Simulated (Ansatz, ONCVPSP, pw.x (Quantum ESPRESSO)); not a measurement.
What a changed setting does to a pw.x run (bcc Ti)

Potential: optimised norm-conserving Vanderbilt (ONCV), ONCVPSP 4.0.1.1 (patched build), PBE; core [Ne], reference 3s2 3p6 3d2 4s2; waves: 3s+4s: rc 1.75 bohr, ncon 4, nbas 9, qcut 8.7 1/bohr, 3 projectors, debl 2.1 Ha; 3p: rc 1.20 bohr, ncon 3, nbas 7, qcut 7.4 1/bohr, 2 projectors, debl 2.8 Ha; 3d: rc 1.50 bohr, ncon 4, nbas 9, qcut 8.2 1/bohr, 2 projectors, debl 2.9 Ha; f scattering state at 0.31 Ha: rc 1.85 bohr, ncon 4, nbas 8, qcut 6.1 1/bohr, 2 projectors, debl 1.4 Ha; local part: polynomial inside 1.05 bohr (lpopt 5, dvloc0 0 Ha); core correction: Teter function, fcfact 4.25, rcfact 1.35.

The reference run (k-mesh 14³, cutoffs 150/600 Ry, Fermi–Dirac 0.01 Ry, mixing_beta 0.4, conv_thr 1e-9, no spin) gives 0.27 GPa at 17.343 Å³/atom, where all-electron LAPW gives 0.23 GPa. This run, with its own iteration cap, changes k-mesh shift to 1.

```
&control
  calculation='scf', prefix='x', pseudo_dir='./', outdir='./tmp', tstress=.true., disk_io='none'
/
&system
  ibrav=0, nat=1, ntyp=1, ecutwfc=150, ecutrho=600, nbnd=14,
  occupations='smearing', smearing='fd', degauss=0.01
/
&electrons
  conv_thr=1e-09, mixing_beta=0.4, electron_maxstep=50
/
ATOMIC_SPECIES
Ti 1.0 Ti.UPF
CELL_PARAMETERS angstrom
  -1.63062743 1.63062743 1.63062743
  1.63062743 -1.63062743 1.63062743
  1.63062743 1.63062743 -1.63062743
ATOMIC_POSITIONS crystal
Ti 0.0000 0.0000 0.0000
K_POINTS automatic
14 14 14 1 1 1
```

```bash
pw.x < Ti.scf.in > Ti.scf.out
```

Task: How does the run end?

Result: It converges in 7 iterations; the free energy moves by -0.1 meV/atom and the pressure by -0.01 GPa. The result is that of the reference run.

```
Message from routine setup:
     using ibrav=0 with symmetry is DISCOURAGED, use correct ibrav instead
     lattice parameter (alat)  =       5.3372  a.u.
     unit-cell volume          =     117.0364 (a.u.)^3
     number of electrons       =        12.00
     number of Kohn-Sham states=           14
     kinetic-energy cutoff     =     150.0000  Ry
     charge density cutoff     =     600.0000  Ry
     scf convergence threshold =      1.0E-09
     Exchange-correlation= PBE
     number of k points=   100  Fermi-Dirac smearing, width (Ry)=  0.0100
     iteration #  1     ecut=   150.00 Ry     beta= 0.40
     total energy              =    -120.86710344 Ry
     estimated scf accuracy    <       0.03710486 Ry
     iteration #  2     ecut=   150.00 Ry     beta= 0.40
     total energy              =    -120.87385434 Ry
     estimated scf accuracy    <       0.00041056 Ry
     iteration #  3     ecut=   150.00 Ry     beta= 0.40
     total energy              =    -120.87388468 Ry
     estimated scf accuracy    <       0.00014867 Ry
     iteration #  4     ecut=   150.00 Ry     beta= 0.40
     total energy              =    -120.87388973 Ry
     estimated scf accuracy    <       0.00000273 Ry
     iteration #  5     ecut=   150.00 Ry     beta= 0.40
     total energy              =    -120.87388965 Ry
     estimated scf accuracy    <       0.00000056 Ry
     iteration #  6     ecut=   150.00 Ry     beta= 0.40
     total energy              =    -120.87388974 Ry
     estimated scf accuracy    <       0.00000003 Ry
     iteration #  7     ecut=   150.00 Ry     beta= 0.40
     the Fermi energy is    13.1447 ev
!    total energy              =    -120.87388974 Ry
     estimated scf accuracy    <          4.9E-10 Ry
     smearing contrib. (-TS)   =      -0.01025089 Ry
     The total energy is F=E-TS. E is the sum of the following terms:
     one-electron contribution =     -40.83265578 Ry
     hartree contribution      =      24.53533967 Ry
     xc contribution           =     -19.53306823 Ry
     ewald contribution        =     -85.03325452 Ry
     convergence has been achieved in   7 iterations
          total   stress  (Ry/bohr**3)                   (kbar)     P=        2.53
     Message from routine punch:
     Nothing written, as per user request (disk_io='none')
```

The run took about 2.8 min on one core of a shared host (Neoverse-N1, 64 threads, 124 GiB, load 53).
